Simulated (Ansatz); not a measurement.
# Moving the knobs of a GW run on GaN (F-43m)

A base run on GaN (F-43m), then changed inputs.

Program: Ansatz 0.2.0. Level of theory: G0W0 on PBE, plane waves, PAW; PAW set soft_1. Results are calculated unless marked as measured.

**1. The starting structure**

The structure is cubic, space group F-43m (No. 216). The conventional cell has a = 4.507 Å, b = 4.507 Å, c = 4.507 Å, α = 90.00°, β = 90.00°, γ = 90.00°. Ga has 4 N at 1.95 Å nearest. Nearest to N lie 4 Ga at 1.95 Å. Farther neighbours and most contacts between anions are not listed.

Structure file:

```cif
data_structure
_symmetry_space_group_name_H-M 'P 1'
_symmetry_Int_Tables_number 1
_cell_length_a 3.1869
_cell_length_b 3.1869
_cell_length_c 3.1869
_cell_angle_alpha 60.000
_cell_angle_beta 60.000
_cell_angle_gamma 60.000
_cell_volume 22.89
loop_
_atom_site_label
_atom_site_type_symbol
_atom_site_fract_x
_atom_site_fract_y
_atom_site_fract_z
_atom_site_occupancy
Ga1 Ga 0.00000 0.00000 0.00000 1
N2 N 0.75000 0.75000 0.75000 1
```

The cell and positions are those that the Materials Project relaxed with its own functionals (PBE, PBE+U or r2SCAN), kept fixed. This is not the form that GaN usually takes at ambient conditions.

**2. The base run: 6×6×6 mesh, 51 empty bands, screening to 100 eV, plasmon pole, PAW set soft_1 files**

Now the one-shot GW correction: screening in the RPA, then the self-energy of the levels asked for. This step takes PAW set soft_1 files.

input.yaml

```yaml
crystal:
  lattice:
    - [0.0, 2.2535006075, 2.2535006075]
    - [2.2535006075, 0.0, 2.2535006075]
    - [2.2535006075, 2.2535006075, 0.0]
  atoms:
    - { symbol: Ga, position: [0.0, 0.0, 0.0] }
    - { symbol: "N", position: [0.75, 0.75, 0.75] }
kpoints:
  mp_grid: { grid: [6, 6, 6] }
hamiltonian:
  xc: pbe
  pseudopotentials: { kind: paw, azcp: { folder: soft_1 } }
scf:
  occupations: { method: fixed }
gw:
  n_empty_bands: 51
  ecut_chi: 100
  qp_bands: [v2, c2]
  qp_kpoints: band_edges
  screening: { model: godby_needs }
```

The run is started by

```console
$ ansatz run input.yaml --threads 3 --pin off --max-ram 92160MiB --backend cuda --events-out ev --progress --plain --runs-dir out --devices 1 --max-vram 13GiB
```

Numbers of over 12 decimals in the logs are rounded to 6 here.

Output:

```text
GPUs: using 1 of 1 available (devices: 1).
Engine: ansatz 0.2.0, x86_64-unknown-linux-gnu
Pseudopotentials: kind: paw
Pseudopotential: Ga, paw, valence charge 13, recommended cutoff 420 eV (normal), soft_1/Ga.paw.azcp
Pseudopotential: N, paw, valence charge 5, recommended cutoff 420 eV (normal), soft_1/N.paw.azcp
Functional definition: PBE
  parameter kappa = 0.804
  parameter beta = 0.066725
  exchange = pbe_x(kappa = kappa, mu = beta*pi^2/3)
  correlation = pbe_c(beta = beta)
device memory: the entry about to start is reckoned to put 0.4 GiB on a device that reports 58.1 GiB free (of which the cap on the GPU budget leaves the run 13.0 GiB)
GPU FFT provider: cuFFT
GPU libraries: cuBLAS 13.8.2, cuFFT 12.4.0, cuSOLVER 12.3.4
Crystal: 2 atoms, lattice volume = 22.888 Å³
Basis set: ecut = 420 eV, 459 PW (Γ)
Bands: 13, of which v1, the nominal top of the filled ones, is band 9 counted from 1 (8 counted from 0)
Symmetry: 24 space group operations
Space group: F-43m (ITA 216), of the structure as read, at distance tolerance 2.8e-5 Å
k-points: 16 of 216 (time reversal used)
Non-local potential: Ga, projectors of the file, l = 0: 2, l = 1: 2, l = 2: 3, l = 3: 1
Non-local potential: N, projectors of the file, l = 0: 2, l = 1: 2, l = 2: 1
PAW form: soft (Blöchl's): semilocal exchange-correlation on the pseudo side does not see the compensation charge
PAW one-centre angular grid: Ga, 590 points (default); XC on 64 Gauss nodes
PAW one-centre angular grid: N, 110 points (default); XC on 64 Gauss nodes
Initial density: superposition of atomic densities (chi_scale 0.1, normalization cell, long waves kept (reshape's long-wave potential 0.00 eV rms))
Initial wavefunctions: pseudopotential atomic-orbital guess
GPU buffer pool allocated for 13824 grid points (all kernels)
GPU transforms: local potential and band sums: pruned to the plane-wave sphere, on 24×24×24
Functional: x = pbe(κ = 0.804, μ = 0.219515), c = pbe(β = 0.066725)
SCF iter   1: F=—  HF=-4168.580142 eV  |F-HF|=—  |Δ(HF+E_count)|=         —  Δρ=1.12e-1  dr2=2.52e0  ethr=3.10e-3  ⟨swp⟩=4.0  Hψ=971  notcnv=0  defer=23
preconditioner: auto → none  [insulator: Δε(μ)=2.563 eV  Ē_g=19.108 eV  n_scr=8 (ndim 8)  ℏωp=32.9 eV  f_vac=0.000  ε∞_Penn≈4.0]
SCF iter   2: F=—  HF=-4168.026373 eV  |F-HF|=—  |Δ(HF+E_count)|=   5.54e-1  Δρ=6.15e-2  dr2=5.31e-1  ethr=3.10e-3  ⟨swp⟩=2.1  Hψ=527  notcnv=0  defer=4
SCF iter   3: F=—  HF=-4167.903265 eV  |F-HF|=—  |Δ(HF+E_count)|=   1.23e-1  Δρ=2.05e-2  dr2=4.69e-2  ethr=2.95e-3  ⟨swp⟩=2.0  Hψ=377  notcnv=0  defer=30
SCF iter   4: F=—  HF=-4167.901265 eV  |F-HF|=—  |Δ(HF+E_count)|=   2.00e-3  Δρ=7.85e-3  dr2=6.34e-3  ethr=2.61e-4  ⟨swp⟩=2.0  Hψ=370  notcnv=0  defer=30
[...]
E_nonlocal   = -54.737378
  E_hartree    = 894.762485
  E_xc         = -122.346110
  E_vxc        = -130.975521  (∫ρ·V_xc dr)
  E_paw        = -2124.535386  (= ΣΔE_a)
  E_vpaw       = -435.989621  (= ΣTr[D̂ρ^β])
  E_aug_tail   = 0.000814  (compensation charges beyond the density's cutoff)
  E_ewald      = -1587.434954
  E_smearing   = -0.000000  (= −TS)
  E_closure    = -0.000000  (closes the sum)
  Σ components = -4167.898508   (vs F -4167.898508, Δ=0.00e0)
--- Band table (eV; the first three rows and the last of 16) ---
  k-point 0: bands = [... 5 lower, -3.5295, 9.6432, 9.6432, 9.6432, 11.3598, 19.9572, 19.9572, 19.9572]
  k-point 1: bands = [... 5 lower, -3.5309, 7.3592, 9.3721, 9.3721, 12.9712, 18.9074, 20.3123, 20.3123]
  k-point 2: bands = [... 5 lower, -3.0440, 4.2865, 8.8919, 8.8919, 14.1041, 18.2822, 20.2797, 20.2797]
  k-point 15: bands = [... 5 lower, -1.6207, 3.8140, 6.2140, 6.2161, 14.9389, 17.5514, 20.9493, 20.9996]
--- G₀W₀: ω_p = 32.9300 eV, 216 q-points, 51 empty bands' worth ---
  eigenvalues of the whole cell's RPA ε∞ on this k-mesh (on a slab, of 1 + 4πα/V) = 6.6368, 6.6368, 6.6368; static W/v taken at q = 0 is 0.150675
  GN-PPA: 89694/581181 pairs with Re ω̃² < 0 across q-mesh
  bands read: the sum over 60 bands ends inside a degenerate multiplet in 1 slot, whose members it reads at an even weight; the widest, k=3: bands 60 to 61 (counted from 1) at 1/2 each
  gw.qp_kpoints: band_edges: 8 of 16 stored k-points solved, in 1 pass; an edge of the gap read off the rows below is read off those points alone
    valence top: of the k-points left out ik 4 came nearest to being solved in a further pass, in band 8 (counted from 1, as in the quasiparticle table): it holds the edge there only if its correction is more favourable than any solved in that band by at least 0.790 eV; those differ by 0.463 eV
    conduction bottom: of the k-points left out ik 4 came nearest to being solved in a further pass, in band 10 (counted from 1, as in the quasiparticle table): it holds the edge there only if its correction is more favourable than any solved in that band by at least 1.680 eV; those differ by 0.729 eV
    ik  band        ε_KS         Σx   Σc(E_QP)       V_xc       Z   E_QP_lin       E_QP  E_QP is
     0     8      9.6432   -23.8986     3.2551   -20.2668  0.7930     9.2658     9.2665  root
     0     9      9.6432   -23.8986     3.2551   -20.2668  0.7930     9.2658     9.2665  root
     0    10     11.3598   -11.4771    -3.5511   -15.7129  0.8224    12.0462    12.0445  root
     0    11     19.9572    -7.8736    -5.1641   -13.9060  0.8177    20.8205    20.8255  root
     1     8      9.3721   -23.6003     3.3086   -19.8786  0.7931     8.9581     8.9590  root
     1     9      9.3721   -23.6003     3.3086   -19.8786  0.7931     8.9581     8.9590  root
     1    10     12.9712   -11.7743    -3.6964   -16.2814  0.8153    13.7845    13.7820  root
     1    11     18.9074    -8.2737    -5.1194   -14.2986  0.8254    19.8178    19.8129  root
[...]
14     8      5.9304   -21.2116     3.8823   -16.4901  0.7892     5.0858     5.0912  root
    14     9      7.2735   -21.4482     3.5960   -17.1657  0.7923     6.5840     6.5869  root
    14    10     16.1655    -9.3431    -4.4539   -14.4192  0.8198    16.7897    16.7877  root
    14    11     17.1580   -10.6567    -5.0842   -16.9566  0.8102    18.3818    18.3737  root
[key lines of the parts left out:]
SCF converged after 7 iterations
Free energy (F): -4167.898508 eV
Fermi energy:    9.643192 eV
```

It took 16 s on 1 × NVIDIA H100 80GB HBM3 (shared by 6 runs) with 3 threads of AMD EPYC 7R13 (Zen 3), shared host; peak memory 0.97 GiB; 9.8 s of CPU time.

Reading the cycles: dr2 is the Hartree energy of the density residual (eV), the measure of convergence; HF is the Harris–Foulkes estimate of the energy, which meets the free energy F at convergence.

Numbers from this step:

| Quantity | Value |
| --- | --- |
| bands summed | 60 |
| plasmon-pole fit frequency | 32.93 eV |
| RPA ε∞ on this mesh (eigenvalues) | 6.637, 6.637, 6.637 |
| plane waves in the screening matrix | 59 |
| q-points in the mesh | 216 |
| G0W0 gap on the mesh | 2.778 eV |
| k of the valence top | 0, 0, 0 |
| k of the conduction bottom | 0, 0, 0 |
| starting gap on the mesh | 1.717 eV |
| Z at the valence top | 0.7930 |
| Z at the conduction bottom | 0.8224 |
| least direct G0W0 gap on the computed points | 2.778 eV |

The gap on the mesh goes from 1.72 eV to 2.78 eV, a correction of +1.06 eV. Between the two edge states, bare exchange in place of the xc potential would open the gap by 7.87 eV, and correlation takes back 6.81 eV.

**3. Variant: plasmon pole at a typed frequency**

Edit input.yaml of step 2 so:

```diff
@@ -21 +21,2 @@
   screening: { model: godby_needs }
+  plasmon_pole_fit_frequency: 40
```

Output:

```text
GPUs: using 1 of 1 available (devices: 1).
[...]
GPU FFT provider: cuFFT
GPU libraries: cuBLAS 13.8.2, cuFFT 12.4.0, cuSOLVER 12.3.4
Crystal: 2 atoms, lattice volume = 22.888 Å³
Basis set: ecut = 420 eV, 459 PW (Γ)
Bands: 13, of which v1, the nominal top of the filled ones, is band 9 counted from 1 (8 counted from 0)
[... 1 set-up line as in the run before ...]
[...]
k-points: 16 of 216 (time reversal used)
[...]
GPU buffer pool allocated for 13824 grid points (all kernels)
[...]
SCF iter   1: F=—  HF=-4168.580142 eV  |F-HF|=—  |Δ(HF+E_count)|=         —  Δρ=1.12e-1  dr2=2.52e0  ethr=3.10e-3  ⟨swp⟩=4.0  Hψ=971  notcnv=0  defer=23
[...]
SCF iter   7: F=-4167.898508 eV  HF=-4167.898508 eV  |F-HF|=3.90e-8  |Δ(HF+E_count)|=   1.10e-6  Δρ=2.73e-5  dr2=7.23e-8  ethr=5.56e-10  ⟨swp⟩=3.8  Hψ=912  notcnv=0
SCF 1 converged in 7 iterations: F = -4167.898508 eV  dr2 = 7.23e-8
[...]
NSCF: frozen V_eff on 16 k-points, pencils in batches of 32, up to order 52
[...]
NSCF: frozen V_eff on 16 k-points
G₀W₀ screening: q 1/16
[... further progress lines ...]
[...]
SCF converged after 7 iterations
Free energy (F): -4167.898508 eV
[...]
Internal energy: -4167.898508 eV  (E = F + TS)
E sigma→0 (E₀):  -4167.898508 eV
Fermi energy:    9.643192 eV
[...]
--- Band table (eV; the first three rows and the last of 16) ---
  k-point 0: bands = [... 5 lower, -3.5295, 9.6432, 9.6432, 9.6432, 11.3598, 19.9572, 19.9572, 19.9572]
  k-point 1: bands = [... 5 lower, -3.5309, 7.3592, 9.3721, 9.3721, 12.9712, 18.9074, 20.3123, 20.3123]
  k-point 2: bands = [... 5 lower, -3.0440, 4.2865, 8.8919, 8.8919, 14.1041, 18.2822, 20.2797, 20.2797]
  k-point 15: bands = [... 5 lower, -1.6207, 3.8140, 6.2140, 6.2161, 14.9389, 17.5514, 20.9493, 20.9996]
--- G₀W₀: ω_p = 40.0000 eV, 216 q-points, 51 empty bands' worth ---
[...]
GN-PPA: 73130/581181 pairs with Re ω̃² < 0 across q-mesh
[...]
0     8      9.6432   -23.8986     3.2406   -20.2668  0.7968     9.2513     9.2520  root
     0     9      9.6432   -23.8986     3.2406   -20.2668  0.7968     9.2513     9.2520  root
     0    10     11.3598   -11.4771    -3.5652   -15.7129  0.8263    12.0319    12.0304  root
     0    11     19.9572    -7.8736    -5.1808   -13.9060  0.8334    20.8135    20.8087  root
     1     8      9.3721   -23.6003     3.2929   -19.8786  0.7968     8.9424     8.9433  root
     1     9      9.3721   -23.6003     3.2929   -19.8786  0.7968     8.9424     8.9433  root
     1    10     12.9712   -11.7743    -3.7081   -16.2814  0.8192    13.7726    13.7703  root
     1    11     18.9074    -8.2737    -5.1297   -14.2986  0.8285    19.8036    19.8026  root
[...]
14     8      5.9304   -21.2116     3.8478   -16.4901  0.7904     5.0598     5.0567  root
    14     9      7.2735   -21.4482     3.5731   -17.1657  0.7963     6.5600     6.5641  root
    14    10     16.1655    -9.3431    -4.4636   -14.4192  0.8238    16.7802    16.7780  root
    14    11     17.1580   -10.6567    -5.0907   -16.9566  0.8153    18.3755    18.3673  root
```

It took 11 s on 1 × NVIDIA H100 80GB HBM3 (shared by 6 runs) with 3 threads; peak memory 0.97 GiB; 12 s of CPU time.

The G0W0 gap on the mesh is 2.778 eV.

Against the base:

```csv
setting,base,variant
plasmon pole fit frequency,-,40
```

```csv
quantity,variant,base
starting gap on the mesh,1.717,1.717
G0W0 gap on the mesh,2.778,2.778
least direct G0W0 gap on the computed points,2.778,2.778
Z at the valence top,0.797,0.793
Z at the conduction bottom,0.826,0.822
```

**4. Outcome**

* base: 2.78 eV, 16 s
* plasmon pole at a typed frequency: 2.78 eV, 11 s

What this shows: Plasmon pole at a typed frequency: the gap moves by +0.0004 eV. All runs here use a coarse mesh and modest cutoffs; they test settings and are not final values. The many-body steps are scalar-relativistic: spin-orbit coupling is not in them.

[Paths, hosts, dates, memory and timing lines, banners, echoed tables and standing remarks are left out of the program output.]

[Logs are printed without paths, hosts, clocks, repeated set-up lines and the standing remarks that a program may print on its own settings, such as how far it seeks lower states.]

[Runs of the session that timed out or met a known fault of the program may be left out.]

[Cells called generated may have been cut or substituted from an entry of the Crystallography Open Database or the Materials Project.]

[Hosts, paths, dates, database ids (printed as entryN), source tags and the programs' standing remarks are cut or masked in the printed files.]
